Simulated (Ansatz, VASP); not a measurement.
## Cross-check of NaB between VASP and Ansatz

Wanted: the spread between two codes on one cell, functional and k mesh. The cell is taken from a series of runs on this material, whose earlier steps may have relaxed, scaled, displaced or heated it; both programs get it as it stands.

Main program and level: Ansatz 0.2.0; plane waves, with VASP 6.6.1 beside it; relaxation of cell and atoms at PBEsol.

## Step 1: Starting point

The structure is tetragonal, space group P4/nmm (No. 129). Conventional cell: a = 2.728 Å, b = 2.728 Å, c = 7.956 Å, α = 90.00°, β = 90.00°, γ = 90.00°. Na has 5 B at 2.53 to 3.02 Å and 4 Na at 2.73 Å nearest. B has 8 B at 1.94 to 2.73 Å and 5 Na at 2.53 to 3.02 Å nearest. Farther neighbours are not listed.

## Step 2: VASP: relaxation of cell and atoms, PBEsol, pair 1

The relaxed volume is the usual yardstick between codes: in a stiff, nearly cubic crystal its relative difference is about their pressure difference at one cell divided by the bulk modulus.

Lines of VASP's logs that name or quote its potential files are left out, and so is its time.

Contents of INCAR:

```
SYSTEM = NaB
PREC = Accurate
ENCUT = 500
EDIFF = 1E-07
NELM = 120
ISMEAR = 1
SIGMA = 0.2
LREAL = .FALSE.
ALGO = Normal
GGA = PS
NBANDS = 16
LORBIT = 11
LWAVE = .FALSE.
LCHARG = .FALSE.
ISIF = 3
IBRION = 2
NSW = 80
EDIFFG = -0.005
LASPH = .TRUE.
GGA_COMPAT = .FALSE.
NELMIN = 4
KPAR = 2
```

Contents of POSCAR:

```
NaB
1.0
    2.7280980000      0.0000000000      0.0000000000
    0.0000000000      2.7280980000      0.0000000000
    0.0000000000      0.0000000000      7.9560490000
Na B
2 2
Direct
    0.0000000000      0.5000000000      0.3049234614
    0.5000000000      0.0000000000      0.6950764129
    0.0000000000      0.5000000000      0.9874715452
    0.5000000000      0.0000000000      0.0125283291
```

Contents of KPOINTS:

```
Automatic mesh
0
Gamma
16 16 6
0 0 0
```

Potentials, in the order of the species: Na_pv and B (PBE family, release 64).

On the command line:

```sh
mpirun -np 2 vasp_std
```

Numbers of over 12 decimals in the logs are rounded to 6 here.

The program printed:

```text
[banner, memory and clock lines left out]
running    2 mpi-ranks, on    1 nodes
 distrk:  each k-point on    1 cores,    2 groups
 distr:  one band on    1 cores,    1 groups

 POSCAR found type information on POSCAR NaB
 POSCAR found :  2 types and       4 ions
|                                                                             |
|               ----> ADVICE to this user running VASP <----                  |
|                                                                             |
|     You enforced a specific xc type in the INCAR file but a different       |
|     [... a line on the potential file left out ...]
|     I HOPE YOU KNOW WHAT YOU ARE DOING!                                     |
|                                                                             |

 LDA part: xc-table for (Slater+PW92), standard interpolation
 POSCAR, INCAR and KPOINTS ok, starting setup
 FFT: planning ... GRIDC
 FFT: planning ... GRID_SOFT
 FFT: planning ... GRID
 WAVECAR not read
 entering main loop
       N       E                     dE             d eps       ncg     rms          rms(c)
DAV:   1     0.134931445046E+03    0.13493E+03   -0.10471E+04  5760   0.135E+03
DAV:   2    -0.731328055222E+01   -0.14224E+03   -0.13909E+03  6360   0.346E+02
DAV:   3    -0.149650191488E+02   -0.76517E+01   -0.74532E+01  7696   0.808E+01
DAV:   4    -0.150610336548E+02   -0.96015E-01   -0.95495E-01  6520   0.100E+01
DAV:   5    -0.150627827203E+02   -0.17491E-02   -0.17489E-02  8024   0.132E+00    0.433E+00
DAV:   6    -0.133057582016E+02    0.17570E+01   -0.13212E+01  7816   0.980E+00    0.156E+00
DAV:   7    -0.132066404269E+02    0.99118E-01   -0.44266E-01  6352   0.273E+00    0.849E-01
DAV:   8    -0.131916944039E+02    0.14946E-01   -0.30651E-02  7136   0.123E+00    0.103E-01
DAV:   9    -0.131914355610E+02    0.25884E-03   -0.10834E-03  7240   0.246E-01    0.474E-02
DAV:  10    -0.131913866447E+02    0.48916E-04   -0.12801E-04  7080   0.917E-02    0.963E-03
DAV:  11    -0.131913859122E+02    0.73254E-06   -0.72111E-06  7160   0.192E-02    0.492E-03
DAV:  12    -0.131913861010E+02   -0.18879E-06   -0.11640E-06  6992   0.576E-03    0.766E-04
DAV:  13    -0.131913860586E+02    0.42437E-07   -0.37593E-08  4568   0.162E-03
   1 F= -.13191386E+02 E0= -.13192640E+02  d E =-.131914E+02
[... from here on, the cycles between the ionic steps are left out ...]
   2 F= -.13191975E+02 E0= -.13193210E+02  d E =-.588799E-03
   3 F= -.13192009E+02 E0= -.13193235E+02  d E =-.623156E-03
   4 F= -.13192056E+02 E0= -.13193293E+02  d E =-.467137E-04
   5 F= -.13192091E+02 E0= -.13193344E+02  d E =-.819916E-04
   6 F= -.13192095E+02 E0= -.13193354E+02  d E =-.860898E-04
   7 F= -.13192119E+02 E0= -.13193393E+02  d E =-.236392E-04
   8 F= -.13192124E+02 E0= -.13193405E+02  d E =-.282471E-04
 curvature:  -1.66 expect dE=-0.162E-04 dE for cont linesearch -0.810E-07
 trial: gam= 0.43341 g(F)=  0.145E-05 g(S)=  0.832E-05 ort = 0.126E-05 (trialstep = 0.164E+01)
 search vector abs. value=  0.170E-04
 bond charge predicted
       N       E                     dE             d eps       ncg     rms          rms(c)
DAV:   1    -0.131921759404E+02   -0.52314E-04   -0.67285E-03  8664   0.755E-01    0.457E-02
DAV:   2    -0.131921405335E+02    0.35407E-04   -0.85601E-05  7608   0.111E-01    0.226E-02
DAV:   3    -0.131921320116E+02    0.85219E-05   -0.10150E-05  7560   0.459E-02    0.950E-03
DAV:   4    -0.131921298046E+02    0.22069E-05   -0.16146E-06  7496   0.167E-02    0.124E-03
DAV:   5    -0.131921295384E+02    0.26625E-06   -0.24195E-07  4576   0.817E-03    0.130E-04
DAV:   6    -0.131921295317E+02    0.66691E-08   -0.48538E-09  2992   0.835E-04
   9 F= -.13192130E+02 E0= -.13193412E+02  d E =-.597987E-05
 trial-energy change:   -0.000006  1 .order   -0.000009   -0.000017   -0.000000
 step:   1.6507(harm=  1.6507)  dis= 0.00084  next Energy=   -13.192132 (dE=-0.851E-05)
 reached required accuracy - stopping structural energy minimisation
```

OUTCAR, selected parts (step 2):

```text
ion  position               nearest neighbor table
   1  0.000  0.500  0.305-
   2  0.500  0.000  0.695-
   3  0.000  0.500  0.987-   4 1.94   4 1.94   4 1.94   4 1.94
   4  0.500  0.000  0.013-   3 1.94   3 1.94   3 1.94   3 1.94

  LATTYP: Found a simple tetragonal cell.
 ALAT       =     2.7280980000
 C/A-ratio  =     2.9163354835

 Subroutine GETGRP returns: Found 16 space group operations
 (whereof  8 operations were pure point group operations)

The static configuration has the point symmetry D_2d.
 The point group associated with its full space group is D_4h.

 Found    180 irreducible k-points:

   k-points           NKPTS =    180   k-points in BZ     NKDIM =    180   number of bands    NBANDS=     16

   dimension x,y,z NGX =    20 NGY =   20 NGZ =   60
   dimension x,y,z NGXF=    40 NGYF=   40 NGZF=  120

   ENCUT  =  500.0 eV  36.75 Ry    6.06 a.u.   4.97  4.97 14.51*2*pi/ulx,y,z

   NELECT =      20.0000    total number of electrons

 k-points in reciprocal lattice and weights: Automatic mesh
   0.00000000  0.00000000  0.00000000       0.001
   0.06250000  0.00000000  0.00000000       0.003
   0.12500000  0.00000000  0.00000000       0.003
   0.18750000  0.00000000  0.00000000       0.003
   0.25000000  0.00000000  0.00000000       0.003
   0.31250000  0.00000000  0.00000000       0.003
   0.37500000  0.00000000  0.00000000       0.003
   0.43750000  0.00000000  0.00000000       0.003
   0.50000000  0.00000000  0.00000000       0.001
[...]
0.50000000  0.43750000  0.50000000       0.003
   0.50000000  0.50000000  0.50000000       0.001

 average (electrostatic) potential at core
       1 -47.3526       2 -47.3526       3 -30.0012       4 -30.0012

 E-fermi :   3.1766

 k-point     1 :       0.0000    0.0000    0.0000
  band No.  band energies     occupation
    ...
      5     -21.6025      2.00000
      6     -21.6025      2.00000
      7      -8.9083      2.00000
      8      -2.0880      2.00000
      9      -0.2371      2.00000
     10       3.3740     -0.04746
     11       3.3740     -0.04746
     12       4.6100     -0.00000
     13       5.9639     -0.00000
     14      10.8377      0.00000
    ...

 k-point     2 :       0.0625    0.0000    0.0000
  band No.  band energies     occupation
    ...
      6     -21.6014      2.00000
      7      -8.8469      2.00000
      8      -2.0136      2.00000
      9      -0.1570      2.00000
     10       2.9966      2.02279
     11       3.4461     -0.06701
     12       4.6922     -0.00000
     13       6.0162     -0.00000
     14      10.9805      0.00000
     15      11.2665      0.00000
    ...

 k-point     3 :       0.1250    0.0000    0.0000
  band No.  band energies     occupation
    ...
      6     -21.5983      2.00000
      7      -8.6628      2.00000
      8      -1.7912      2.00000
      9       0.0822      2.00000
     10       2.0557      2.00000
     11       3.6622     -0.00318
     12       4.9257     -0.00000
     13       6.1628     -0.00000
     14      10.5959      0.00000
     15      11.2548      0.00000
    ...

  Total        0.0126446      0.0126446     -0.0092309      0.0000000      0.0000000      0.0000000
  in kB        0.3405327      0.3405327     -0.2485987      0.0000000      0.0000000      0.0000000
  external PRESSURE =       0.1441556 kB  Pullay stress =       0.0000000 kB

  energy-cutoff  :      500.00
  volume of cell :       59.49
      direct lattice vectors                 reciprocal lattice vectors
     2.735183449 -0.000000000 -0.000000000     0.365606190  0.000000000  0.000000000
     0.000000000  2.735183449  0.000000000     0.000000000  0.365606190 -0.000000000
     0.000000000  0.000000000  7.952132898     0.000000000  0.000000000  0.125752426

 POSITION                                       TOTAL-FORCE (eV/Angst)
 -----------------------------------------------------------------------------------
      0.00000      1.36759      2.43064        -0.000000      0.000000      0.000963
      1.36759      0.00000      5.52149         0.000000     -0.000000     -0.000963
      0.00000      1.36759      7.85714        -0.000000     -0.000000     -0.001114
      1.36759      0.00000      0.09499         0.000000      0.000000      0.001114
 -----------------------------------------------------------------------------------
    total drift:                               -0.000000     -0.000000      0.000324

  FREE ENERGIE OF THE ION-ELECTRON SYSTEM (eV)
  ---------------------------------------------------
  free  energy   TOTEN  =       -13.1921295317 eV

  energy  without entropy=      -13.1959768113  energy(sigma->0) =      -13.19341196

 reached required accuracy - stopping structural energy minimisation

 total charge
# of ion       s       p       d       tot
------------------------------------------
    1        0.116   6.000   0.000   6.116
    2        0.116   6.000   0.000   6.116
    3        0.729   0.918   0.000   1.647
    4        0.729   0.918   0.000   1.647
--------------------------------------------------
tot          1.689  13.836   0.000  15.526

[... 3 further parts left out ...]
```

CONTCAR:

```
NaB
   1.00000000000000
     2.7351834494152398   -0.0000000000000000   -0.0000000000000000
     0.0000000000000000    2.7351834494152398    0.0000000000000000
     0.0000000000000000    0.0000000000000000    7.9521328975035930
  Na              B
     2     2
Direct
     0.0000000000000000    0.5000000000000000    0.3056587807010187
     0.5000000000000000    0.0000000000000000    0.6943410935989835
     0.0000000000000000    0.5000000000000000    0.9880543574257752
     0.5000000000000000    0.0000000000000000    0.0119455168742268
```

The PAW data sets were made with PBE, which is usual practice but a small mismatch for other functionals. The run keeps the 16 symmetry operations of its start, so it cannot find a distortion of lower symmetry.

## Step 3: Ansatz: relaxation of cell and atoms, PBEsol, pair 1

Ansatz runs on its PAW soft_1 files.

The same cell, functional, mesh and smearing now go to Ansatz, which takes its cutoff from its data sets.

Contents of input.yaml:

```yaml
crystal:
  lattice:
    - [2.7280975066, 0.0, 0.0]
    - [0.0, 2.7280975066, 0.0]
    - [0.0, 0.0, 7.956048537]
  atoms:
    - { symbol: Na, position: [0.0, 0.5, 0.3049234998] }
    - { symbol: Na, position: [0.5, 0.0, 0.6950765002] }
    - { symbol: B, position: [0.0, 0.5, 0.9874716546] }
    - { symbol: B, position: [0.5, 0.0, 0.0125283454] }
kpoints:
  mp_grid: { grid: [16, 16, 6] }
hamiltonian:
  xc: pbesol
  pseudopotentials: { kind: paw, azcp: { folder: soft_1 }, xc_functional: pbe }
scf:
  occupations: { method: methfessel_paxton, width: 0.2 }
output:
  forces: true
  stress: true
  eigenvalues: true
relax:
  adjacent_minimum: "off"
  f_tol: 0.001
  max_steps: 60
  cell: { stress_tol: 0.01 }
```

On the command line:

```sh
ansatz run input.yaml --threads 4 --pin off --max-ram 10240MiB --backend cpu --events-out ev --progress --plain --runs-dir out
```

The program printed:

```text
Engine: ansatz 0.2.0, aarch64-unknown-linux-gnu
Pseudopotentials: kind: paw
Pseudopotential: Na, paw, valence charge 9, recommended cutoff 420 eV (normal), soft_1/Na.paw.azcp
Pseudopotential: B, paw, valence charge 3, recommended cutoff 420 eV (normal), soft_1/B.paw.azcp
Functional definition: PBEsol
  exchange = pbesol_x
  correlation = pbesol_c
Crystal: 4 atoms, lattice volume = 59.213 Å³
Basis set: ecut = 420 eV, 1175 PW (Γ), exchange–correlation on 40×40×108 points (8 copies of the dense FFT grid, shifted against one another)
Bands: 16, of which v1, the nominal top of the filled ones, is band 12 counted from 1 (11 counted from 0)
Symmetry: 16 space group operations
Space group: P4/nmm (ITA 129), of the structure as read, at distance tolerance 3.9e-5 Å
k-points: 180 of 1536
Non-local potential: Na, projectors of the file, l = 0: 3, l = 1: 2, l = 2: 1
Non-local potential: B, projectors of the file, l = 0: 2, l = 1: 2, l = 2: 1
PAW form: soft (Blöchl's): semilocal exchange-correlation on the pseudo side does not see the compensation charge
PAW frozen core: Na, regenerated for the run's functional, and the local potential with it (the file was generated under x = pbe(κ = 0.804, μ = 0.219515), c = pbe(β = 0.066725))
PAW frozen core: B, regenerated for the run's functional, and the local potential with it (the file was generated under x = pbe(κ = 0.804, μ = 0.219515), c = pbe(β = 0.066725))
PAW one-centre angular grid: Na, 110 points (default); XC on 64 Gauss nodes
PAW one-centre angular grid: B, 110 points (default); XC on 64 Gauss nodes
Initial density: superposition of atomic densities (chi_scale 0.1, normalization cell, long waves kept (reshape's long-wave potential 0.91 eV rms))
Initial wavefunctions: pseudopotential atomic-orbital guess
Functional: x = pbesol(κ = 0.804, μ = 0.123457), c = pbesol(β = 0.046)
SCF iter   1: F=—  HF=-3253.971953 eV  |F-HF|=—  |Δ(HF+E_count)|=         —  Δρ=3.29e-2  dr2=5.04e0  ethr=3.10e-3  ⟨swp⟩=5.0  Hψ=12790  notcnv=0
preconditioner: auto → none  [metal: Δε(μ)=0.003 eV  Ē_g=7.053 eV  σ=0.200 eV  W_gap=0.01  n_scr=8 (ndim 8)  ℏωp=13.6 eV  f_vac=0.000  D(μ)=1.38/eV (n_scr^D=4)  sad-step TF]
SCF iter   2: F=—  HF=-3253.789978 eV  |F-HF|=—  |Δ(HF+E_count)|=   1.82e-1  S|Δr|=    0.00e0  Δρ=2.43e-2  dr2=3.56e0  ethr=3.10e-3  ⟨swp⟩=1.0  Hψ=4323  notcnv=0
SCF iter   3: F=—  HF=-3253.442412 eV  |F-HF|=—  |Δ(HF+E_count)|=   3.48e-1  S|Δr|=    0.00e0  Δρ=1.12e-2  dr2=4.03e-1  ethr=3.10e-3  ⟨swp⟩=3.0  Hψ=4878  notcnv=0
SCF iter   4: F=—  HF=-3253.392629 eV  |F-HF|=—  |Δ(HF+E_count)|=   4.98e-2  S|Δr|=    0.00e0  Δρ=2.26e-3  dr2=1.09e-2  ethr=1.68e-3  ⟨swp⟩=1.1  Hψ=4073  notcnv=0
SCF iter   5: F=—  HF=-3253.391884 eV  |F-HF|=—  |Δ(HF+E_count)|=   7.45e-4  S|Δr|=    0.00e0  Δρ=6.30e-4  dr2=1.17e-3  ethr=4.54e-5  ⟨swp⟩=1.0  Hψ=2921  notcnv=0
SCF iter   6: F=—  HF=-3253.391731 eV  |F-HF|=—  |Δ(HF+E_count)|=   1.53e-4  S|Δr|=    0.00e0  Δρ=9.71e-5  dr2=3.14e-5  ethr=4.86e-6  ⟨swp⟩=1.2  Hψ=2924  notcnv=0
SCF iter   7: F=—  HF=-3253.391755 eV  |F-HF|=—  |Δ(HF+E_count)|=   2.36e-5  S|Δr|=    0.00e0  Δρ=2.22e-5  dr2=7.42e-7  ethr=1.31e-7  ⟨swp⟩=1.6  Hψ=3061  notcnv=0
SCF iter   8: F=-3253.391755 eV  HF=-3253.391755 eV  |F-HF|=7.05e-9  |Δ(HF+E_count)|=   3.96e-8  S|Δr|=    0.00e0  Δρ=3.35e-6  dr2=9.45e-9  ethr=4.17e-10  ⟨swp⟩=6.8  Hψ=14018  notcnv=0
SCF 1 converged in 8 iterations: F = -3253.391755 eV  dr2 = 9.45e-9
  greatest PAW one-centre occupation: 0.999 electrons in one spin orbital (limit 2), on the Na atom at site 1 (counted from 0), in its partial waves of l = 0
relax step   1: F+E_penalty+E_count = -3253.39175509 eV  Δ(F+E_penalty+E_count) = +0.000e0 eV  max|allowed force component| = 3.559e-2 eV/Å  Δτ_max = 0.0000 Å  P = +0.249 GPa  Ω = 59.213 Å³  (8 SCF iters, dr2 threshold 1.00e-7 eV, accepted)
[...]
relax step   3: F+E_penalty+E_count = -3253.39230265 eV  Δ(F+E_penalty+E_count) = -2.440e-4 eV  max|allowed force component| = 6.473e-3 eV/Å  Δτ_max = 0.0078 Å  P = +0.040 GPa  Ω = 59.365 Å³  energy of the carried Pulay correction = -3.854e-5 eV  (5 SCF iters, dr2 threshold 7.45e-8 eV, accepted)
[...]
relax step   4: F+E_penalty+E_count = -3253.39231694 eV  Δ(F+E_penalty+E_count) = -1.429e-5 eV  max|allowed force component| = 2.960e-3 eV/Å  Δτ_max = 0.0018 Å  P = +0.014 GPa  Ω = 59.384 Å³  energy of the carried Pulay correction = -4.337e-5 eV  (5 SCF iters, dr2 threshold 1.76e-8 eV, accepted)
[...]
relax step   5: F+E_penalty+E_count = -3253.39231681 eV  Δ(F+E_penalty+E_count) = +1.326e-7 eV  max|allowed force component| = 3.613e-5 eV/Å  Δτ_max = 0.0003 Å  P = -0.001 GPa  Ω = 59.410 Å³  energy of the carried Pulay correction = -5.001e-5 eV  (4 SCF iters, dr2 threshold 7.43e-9 eV, accepted)
[...]
relax step   6: F+E_penalty+E_count = -3253.39236500 eV  Δ(F+E_penalty+E_count) = -4.820e-5 eV  max|allowed force component| = 3.395e-5 eV/Å  Δτ_max = 0.0000 Å  P = +0.000 GPa  Ω = 59.410 Å³  stress off target by 1.62e-3 GPa  SCF on the basis re-selected at this cell (its energy is not comparable with the rows above)  (6 SCF iters)
basis re-selected at this cell: Δ(F+E_penalty+E_count) = -4.820e-5 eV, ΔP = +0.001 GPa vs the last step (what re-selecting the basis moved, of the pressure what is left beyond the Pulay correction that the steps carried, after the strain that the cell walked since its last selection, with what the two solves' SCF thresholds leave and, on support functions, any second-order correction that the steps lacked; it is no m [...]
SCF converged after 6 iterations
Stability not checked: this state was not tested for a lower state beside it, because cold or Methfessel-Paxton smearing, or corrected tetrahedra, fill the levels in a way that the test cannot read (fill_not_monotonic; see scf.lower_state_search)
Free energy (F): -3253.392365 eV
Harris-Foulkes:  -3253.392365 eV  (|F-HF|=0.00e0)
Internal energy: -3253.396068 eV  (E = F + TS)
E sigma→0 (E₀):  -3253.393291 eV
Entropy (-TS):   0.003703 eV (0.926 meV/atom)
Fermi energy:    5.629152 eV
--- Per-component energies (eV) ---
  E_band       = -411.114572
  E_kinetic    = 313.986070
  E_local      = -2918.242987  (includes V_loc(G=0)·N_el)
  E_nonlocal   = 577.543918
  E_hartree    = 991.463615
  E_xc         = -134.656648
  E_vxc        = -166.902566  (∫ρ·V_xc dr)
  E_paw        = -716.833864  (= ΣΔE_a)
  E_vpaw       = -200.426273  (= ΣTr[D̂ρ^β])
  E_aug_tail   = 0.000032  (compensation charges beyond the density's cutoff)
  E_ewald      = -1366.795013
  E_core_change = 0.138809  (= ΣΔE_core)
  E_smearing   = 0.003703  (= −TS)
  E_closure    = 0.000000  (closes the sum)
  Σ components = -3253.392365   (vs F -3253.392365, Δ=0.00e0)
--- Forces (eV/Å), atoms counted from 1 ---
  atom   1  Na     0.00000000    -0.00000000    -0.00003395
  atom   2  Na    -0.00000000     0.00000000     0.00003395
  atom   3  B      0.00000000     0.00000000    -0.00000222
  atom   4  B     -0.00000000    -0.00000000     0.00000222
  max |Σ_I F_I| component: 7.20e-21 eV/Å
--- Stress (GPa, compression-positive) ---
       -0.000471       0.000000      -0.000000
        0.000000      -0.000471       0.000000
       -0.000000       0.000000       0.001624
  P = ⅓ Tr σ = 0.0002 GPa (0.002 kbar)
--- Band table (eV; the first three rows and the last of 180) ---
  k-point 0: bands = [... 8 lower, -6.4574, 0.3676, 2.2256, 5.8237, 5.8237, 7.0781, 8.4273, 13.2816]
  k-point 1: bands = [... 8 lower, -6.4564, 0.2981, 2.4140, 5.8237, 5.8237, 6.4169, 9.2081, 13.2606]
  k-point 2: bands = [... 8 lower, -6.4545, 0.1803, 2.8349, 5.5514, 5.8237, 5.8237, 10.4414, 13.1019]
  k-point 179: bands = [... 8 lower, 0.1130, 0.1130, 2.8205, 2.8205, 7.4950, 7.4950, 11.0045, 11.0045]
--- Relaxed structure (5 steps of the walk, 5 accepted, 1 SCFs on fresh bases) ---
  F+E_penalty+E_count = -3253.39236500 eV   max|allowed force component| = 3.395e-5 eV/Å   (the final SCF, on the basis selected at the relaxed cell)
  cell:  # Å, volume = 59.4097 Å³
    - [2.734756, 0, 0]
    - [0, 2.734756, 0]
    - [0, 0.0, 7.943660]
  atoms:
    - { symbol: Na, position: [0, 0.5, 0.305540] }
    - { symbol: Na, position: [0.5, 0, 0.694460] }
    - { symbol: B, position: [0, 0.5, 0.988025] }
    - { symbol: B, position: [0.5, 0, 0.011975] }
```

## Step 4: Side by side

Known differences besides the potentials themselves: the data sets hold 24 valence electrons in Ansatz (on its PAW soft_1 files) and 20 in VASP; the cutoff is 420 eV in Ansatz and 500 eV in VASP; Ansatz makes its cores anew for this functional, VASP keeps those of its PBE data sets; Ansatz adds a Pulay correction to the stress that steers its cell, VASP none. Total energies have different zeros and are not compared.

Compared:

```tsv
quantity	Ansatz	VASP	difference
volume (Å³)	59.41	59.49	-0.14 %
edge a after relaxation, in the typed setting (Å)	2.735	2.735	-0.01 %
edge c after relaxation, in the typed setting (Å)	7.944	7.952	-0.11 %
```

[end of part 1 of 2]

[Lines on the potential files, build, host, timing and source positions are cut from VASP's logs without a mark.]

[Logs are printed without paths, hosts, clocks, repeated set-up lines and the standing remarks that a program may print on its own settings, such as how far it seeks lower states.]

[Hosts, paths, dates, database ids (printed as entryN), source tags and the programs' standing remarks are cut or masked in the printed files.]
